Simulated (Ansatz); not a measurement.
# Ir: properties at the relaxed cell, part 2 of 2

The task, for Ir: compute bands, density of states and charges, compare with the cell as listed and measure the bulk modulus from energies at several volumes.

Ansatz 0.2.0; DFT PBEsol, scalar-relativistic, plane waves, PAW. The steps go on from the part before.

### Step 7. Point at V/V0 = 1.06

The COD entry's cell or inner coordinates are ideal or old and differ from later refinements, so a difference from it is no clean test against experiment.

input.yaml reads:

```yaml
crystal:
  lattice:
    - [0.0, 1.9526905234, 1.9526905234]
    - [1.9526905234, 0.0, 1.9526905234]
    - [1.9526905234, 1.9526905234, 0.0]
  atoms:
    - { symbol: Ir, position: [0.0, 0.0, 0.0] }
basis:
  ecutwfc: 420
kpoints:
  mp_grid: { grid: [18, 18, 18] }
hamiltonian:
  xc: pbesol
scf:
  occupations: { method: gaussian, width: 0.1 }
output:
  forces: true
  stress: true
  eigenvalues: true
```

On the command line:

```bash
$ ansatz run input.yaml --threads 1 --pin off --max-ram 2560MiB --backend cpu --events-out ev --progress --plain --runs-dir out
```

Log, shortened:

```text
[...]
SCF converged after 6 iterations
Free energy (F): -11798.984186 eV
[...]
E sigma→0 (E₀):  -11798.981405 eV
Entropy (-TS):   -0.005563 eV (-5.563 meV/atom)
Fermi energy:    24.064124 eV
[...]
--- Forces (eV/Å), atoms counted from 1 ---
  atom   1  Ir    -0.00000000    -0.00000000    -0.00000000
[...]
--- Stress (GPa, compression-positive) ---
      -19.450518       0.000000      -0.000000
        0.000000     -19.450518      -0.000000
        0.000000      -0.000000     -19.450518
  P = ⅓ Tr σ = -19.4505 GPa (-194.505 kbar)
--- Band table (eV; the first three rows and the last of 195) ---
  k-point 0: bands = ["-68.7192", "-25.2135", "-25.2135", "-25.2135", "13.3889", "20.4234", "20.4234", "20.4234", "22.9300", "22.9300", "37.7403", "42.9574", "42.9574"]
[...]
```

Run time: 2 s. Hardware: 1 thread of Arm Neoverse V2, shared host; peak memory 0.29 GiB.

### Step 8. Volume × 0.91

input.yaml, as its differences from that of step 7:

```diff
@@ -2,5 +2,5 @@
   lattice:
-    - [0.0, 1.9526905234, 1.9526905234]
-    - [1.9526905234, 0.0, 1.9526905234]
-    - [1.9526905234, 1.9526905234, 0.0]
+    - [0.0, 1.8558602118, 1.8558602118]
+    - [1.8558602118, 0.0, 1.8558602118]
+    - [1.8558602118, 1.8558602118, 0.0]
   atoms:
```

On the command line:

```bash
$ ansatz run input.yaml --threads 1 --pin off --max-ram 2560MiB --backend cpu --events-out ev --progress --plain --runs-dir out
```

Log, shortened:

```text
Warning: RAYON_NUM_THREADS=1 ignored (pool sized by the plan → 1); use --threads N
[...]
[... 3 set-up lines as earlier in the session ...]
[...]
Crystal: 1 atoms, lattice volume = 12.784 Å³
Basis set: ecut = 420 eV, 259 PW (Γ), exchange–correlation on 36×36×36 points (8 copies of the dense FFT grid, shifted against one another)
Bands: 13, of which v1, the nominal top of the filled ones, is band 9 counted from 1 (8 counted from 0)
[... 1 set-up line as earlier in the session ...]
Space group: Fm-3m (ITA 225), of the structure as read, at distance tolerance 2.3e-5 Å
k-points: 195 of 5832
[...]
SCF iter   1: F=—  HF=-11798.873165 eV  |F-HF|=—  |Δ(HF+E_count)|=         —  Δρ=6.26e-3  dr2=1.50e-3  ethr=1.77e-3  ⟨swp⟩=5.0  Hψ=12822  notcnv=0
[...]
SCF iter   6: F=-11798.872567 eV  HF=-11798.872567 eV  |F-HF|=1.82e-11  |Δ(HF+E_count)|=   1.41e-9  Δρ=7.16e-7  dr2=3.41e-11  ethr=2.49e-11  ⟨swp⟩=3.1  Hψ=8479  notcnv=0
[...]
SCF converged after 6 iterations
Free energy (F): -11798.872567 eV
[...]
E sigma→0 (E₀):  -11798.870484 eV
Entropy (-TS):   -0.004165 eV (-4.165 meV/atom)
Fermi energy:    29.149988 eV
[...]
--- Forces (eV/Å), atoms counted from 1 ---
  atom   1  Ir     0.00000000     0.00000000     0.00000000
[...]
--- Stress (GPa, compression-positive) ---
       46.170153      -0.000000      -0.000000
       -0.000000      46.170153       0.000000
       -0.000000       0.000000      46.170153
  P = ⅓ Tr σ = 46.1702 GPa (461.702 kbar)
--- Band table (eV; the first three rows and the last of 195) ---
  k-point 0: bands = ["-64.1125", "-20.4427", "-20.4427", "-20.4427", "16.8137", "24.5492", "24.5492", "24.5492", "27.7325", "27.7325", "42.3093", "48.3921", "48.3921"]
[...]
```

Run time: 1.8 s. Hardware: 1 thread of Arm Neoverse V2, shared host; peak memory 0.28 GiB.

### Step 9. Point at V/V0 = 1.10

input.yaml, as its differences from that of step 8:

```diff
@@ -2,5 +2,5 @@
   lattice:
-    - [0.0, 1.8558602118, 1.8558602118]
-    - [1.8558602118, 0.0, 1.8558602118]
-    - [1.8558602118, 1.8558602118, 0.0]
+    - [0.0, 1.976950029, 1.976950029]
+    - [1.976950029, 0.0, 1.976950029]
+    - [1.976950029, 1.976950029, 0.0]
   atoms:
```

On the command line:

```bash
$ ansatz run input.yaml --threads 1 --pin off --max-ram 2560MiB --backend cpu --events-out ev --progress --plain --runs-dir out
```

Log, shortened:

```text
[...]
SCF converged after 6 iterations
Free energy (F): -11798.898631 eV
[...]
E sigma→0 (E₀):  -11798.895645 eV
Entropy (-TS):   -0.005971 eV (-5.971 meV/atom)
Fermi energy:    22.937554 eV
[...]
--- Forces (eV/Å), atoms counted from 1 ---
  atom   1  Ir    -0.00000000    -0.00000000     0.00000000
[...]
--- Stress (GPa, compression-positive) ---
      -28.939726      -0.000000      -0.000000
       -0.000000     -28.939726       0.000000
        0.000000      -0.000000     -28.939726
  P = ⅓ Tr σ = -28.9397 GPa (-289.397 kbar)
--- Band table (eV; the first three rows and the last of 195) ---
  k-point 0: bands = ["-69.7423", "-26.2652", "-26.2652", "-26.2652", "12.6455", "19.5014", "19.5014", "19.5014", "21.8646", "21.8646", "36.7029", "41.7186", "41.7186"]
[...]
```

It took 2 s on 1 thread of Arm Neoverse V2, shared host; peak memory 0.29 GiB.

### Step 10. Volume × 0.88

input.yaml, as its differences from that of step 9:

```diff
@@ -2,5 +2,5 @@
   lattice:
-    - [0.0, 1.976950029, 1.976950029]
-    - [1.976950029, 0.0, 1.976950029]
-    - [1.976950029, 1.976950029, 0.0]
+    - [0.0, 1.8352378359, 1.8352378359]
+    - [1.8352378359, 0.0, 1.8352378359]
+    - [1.8352378359, 1.8352378359, 0.0]
   atoms:
```

On the command line:

```bash
$ ansatz run input.yaml --threads 1 --pin off --max-ram 2560MiB --backend cpu --events-out ev --progress --plain --runs-dir out
```

Log, shortened:

```text
Warning: RAYON_NUM_THREADS=1 ignored (pool sized by the plan → 1); use --threads N
[...]
[... 3 set-up lines as earlier in the session ...]
[...]
Crystal: 1 atoms, lattice volume = 12.363 Å³
Basis set: ecut = 420 eV, 259 PW (Γ), exchange–correlation on 36×36×36 points (8 copies of the dense FFT grid, shifted against one another)
Bands: 13, of which v1, the nominal top of the filled ones, is band 9 counted from 1 (8 counted from 0)
[... 2 set-up lines as earlier in the session ...]
k-points: 195 of 5832
[...]
SCF iter   1: F=—  HF=-11798.724255 eV  |F-HF|=—  |Δ(HF+E_count)|=         —  Δρ=6.87e-3  dr2=1.76e-3  ethr=1.77e-3  ⟨swp⟩=5.0  Hψ=12871  notcnv=0
[...]
SCF iter   6: F=-11798.723294 eV  HF=-11798.723294 eV  |F-HF|=2.55e-11  |Δ(HF+E_count)|=   1.18e-9  Δρ=7.90e-7  dr2=3.82e-11  ethr=2.42e-11  ⟨swp⟩=3.1  Hψ=8502  notcnv=0
[...]
SCF converged after 6 iterations
Free energy (F): -11798.723294 eV
[...]
E sigma→0 (E₀):  -11798.721337 eV
Entropy (-TS):   -0.003915 eV (-3.915 meV/atom)
Fermi energy:    30.368452 eV
[...]
--- Forces (eV/Å), atoms counted from 1 ---
  atom   1  Ir     0.00000000     0.00000000    -0.00000000
[...]
--- Stress (GPa, compression-positive) ---
       67.971251      -0.000000       0.000000
        0.000000      67.971251       0.000000
        0.000000       0.000000      67.971251
  P = ⅓ Tr σ = 67.9713 GPa (679.713 kbar)
--- Band table (eV; the first three rows and the last of 195) ---
  k-point 0: bands = ["-63.0141", "-19.2949", "-19.2949", "-19.2949", "17.6524", "25.5292", "25.5292", "25.5292", "28.8813", "28.8813", "43.3804", "49.6625", "49.6625"]
[...]
```

It took 1.9 s on 1 thread of Arm Neoverse V2, shared host; peak memory 0.28 GiB.

### Step 11. Fit of the equation of state

```csv
volume (Å³/atom),energy above the lowest point (meV/atom),pressure (GPa),gap on the mesh (eV)
12.363,314.6,67.97,0.00
12.784,165.5,46.17,0.00
13.205,68.9,27.95,0.00
13.627,16.1,12.72,0.00
14.048,0.0,0.00,0.00
14.470,14.5,-10.61,0.00
14.891,54.6,-19.45,0.00
15.453,140.3,-28.94,0.00
```

### Step 12. Summary of results

The summary covers parts 1 to 2.

| quantity | value |
| --- | --- |
| gap | none (metal) |
| states at the Fermi level | 0.89 per eV per cell |
| Bader charges | Ir +0.00 e |
| listed cell | 0.0 meV/atom above the relaxed cell, -0.3 GPa, gap none (metal) |
| equilibrium volume of the fit | 14.05 Å³/atom |
| bulk modulus | 387 GPa |
| its pressure derivative | 5.0 |

There is no gap at this level. Of the projected weight within 0.25 eV of the Fermi level, the largest part is Ir 5d (97 %). The listed cell costs 0.0 meV/atom and carries a pressure of -0.3 GPa at this level. The fit puts the minimum at 14.05 Å³/atom with B = 387 GPa and B' = 5.0. Measured bulk modulus of Ir: 339 GPa (powder; “Phase stability and electronic structure of iridium metal at the megabar range”, 2019, pmc:6586894). This calculation gives 387 GPa (+14.0 %). The calculation is for zero temperature. Spin-orbit coupling is left out, which matters for the bands of Ir.
